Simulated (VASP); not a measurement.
BeSe, 2 atoms in the cell. It takes space group F-43m (No. 216, cubic). The conventional cell has a = 5.081 Å, b = 5.081 Å, c = 5.081 Å, α = 90.00°, β = 90.00°, γ = 90.00°. Be (site symmetry -43m) has 4 Se at 2.20 Å as nearest neighbours. Se (site symmetry -43m) is surrounded by 4 Be at 2.20 Å. 

* Program: VASP 6.6.1
* Task: elastic constants
* Functional: LDA
* Potentials or basis: VASP PAW LDA potentials, release 64 (Be, Se)
* Cutoff: 600 eV
* k mesh: 10 × 10 × 10
* Occupations: gaussian, width 0.01 eV
* Spin: no spin polarisation
* Dipole correction: no
* Ions in elastic constants: relaxed
* Further INCAR settings: ALGO = Normal; EDIFF = 1e-08; IBRION = 6; POTIM = 0.015; NSW = 1; ISIF = 3

Potentials or basis: VASP PAW LDA potentials, release 64 (Be, Se).

Run with:

```sh
$ cat potpaw_LDA.64/Be/POTCAR potpaw_LDA.64/Se/POTCAR > POTCAR
$ mpirun -np 1 vasp_std > vasp.out
```

Hardware: 1 thread of Intel(R) Xeon(R) 6975P-C (Granite Rapids), with other jobs on the host.

Problem. How long does it take, and how much memory?

Solution. Run time: 4.1 min on 1 thread of Intel(R) Xeon(R) 6975P-C (Granite Rapids) (shared host), peak memory 0.3 GiB. Counts: scf iterations 146, k points 47.
